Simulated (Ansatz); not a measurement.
SrO under changes of volume

One of the cells (16.901 Å³/atom); the others are scaled copies at fixed shape and fractional positions:

```
CELL_PARAMETERS angstrom
0.00000 2.56630 2.56630
2.56630 0.00000 2.56630
2.56630 2.56630 0.00000
ATOMIC_POSITIONS crystal
Sr 0.50000 0.50000 0.50000
O 0.00000 0.00000 0.00000
```

```yaml
Program: Ansatz 0.2.0
Functional: PBE
Potentials_or_basis: all-electron LAPW, scalar-relativistic
Cutoff: 235 eV (chosen from the basis error)
Basis_error_allowed: 0.0005 eV/atom
k_mesh: 9 × 9 × 9
Occupations: fermi-dirac, width 0.05 eV
Spin: no spin polarisation
```

| volume (Å³/atom) | energy over the lowest point (meV/atom) | pressure (GPa) | gap on the mesh (eV) |
| --- | --- | --- | --- |
| 15.887 | ? | ? | ? |
| 16.225 | 29.25 | 7.7 | 3.34 |
| 16.563 | 15.40 | 5.4 | 3.36 |
| 16.901 | 6.22 | 3.3 | 3.37 |
| 17.239 | 1.22 | 1.4 | 3.38 |
| 17.577 | 0.00 | -0.3 | 3.38 |
| 17.915 | 2.16 | -1.8 | 3.39 |

Question: What does the run at 15.887 Å³/atom give?

Answer: Energy over the lowest point 48.28 meV/atom; pressure 10.3 GPa; gap on the mesh 3.33 eV.

Worked out: A Birch-Murnaghan fit of order 3 (a polynomial in V^(-2/3)) to the other rows has its minimum at 17.52 Å³/atom with B0 = V·E''(V) = 85 GPa and B' = 4.5. It gives 48.29 meV/atom at 15.887 Å³/atom, against the run's 48.28, and -dE/dV = 10.3 GPa, against 10.3. A straight line through the other rows of the gap, of slope 0.463 eV per unit of ln V, extrapolates to 3.34 eV, against the run's 3.33.

Energies are extrapolated to zero smearing.

Caveats: an odd mesh through Γ misses points on the zone boundary, where band edges often lie. Spin-orbit coupling on Sr is left out.
